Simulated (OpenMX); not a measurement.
Ru under changes of volume

One of the cells (13.575 Å³/atom); the others are scaled copies at fixed shape and fractional positions:

```xyz
2
Lattice="2.7058 0.0000 0.0000 -1.3529 2.3433 0.0000 0.0000 0.0000 4.2819" Properties=species:S:1:pos:R:3 pbc="T T T"
Ru    1.3529    0.7811    3.2114
Ru    0.0000    1.5622    1.0705
```

| Quantity | Value |
| --- | --- |
| Program | OpenMX 3.8.5 |
| Functional | LDA |
| Potentials or basis | OpenMX 2013 LDA set, Ru7.0-s3p2d2, fixed grid of 28 × 28 × 50 points |
| k mesh | 11 × 11 × 7 |
| Occupations | fermi-dirac, width 0.05 eV |
| Spin | no spin polarisation |

```csv
volume (Å³/atom),energy over the lowest point (meV/atom),largest force (eV/Å)
12.760,?,?
13.032,13.06,0.015
13.303,0.00,0.014
13.575,0.77,0.013
13.846,13.61,0.012
14.118,37.09,0.012
14.389,70.11,0.011
```

Q: What does the run at 12.760 Å³/atom give?

A: Energy over the lowest point 41.72 meV/atom; largest force 0.016 eV/Å.

Worked out: A Birch-Murnaghan fit of order 3 (a polynomial in V^(-2/3)) to the other rows has its minimum at 13.42 Å³/atom with B0 = V·E''(V) = 379 GPa and B' = 5.1 at fixed shape and positions, which overstates the stiffness. It gives 41.68 meV/atom at 12.760 Å³/atom, against the run's 41.72.

Energies are extrapolated to zero smearing.

Caveats: the basis of atomic orbitals isn't converged, which shifts pressures, moduli and gaps.
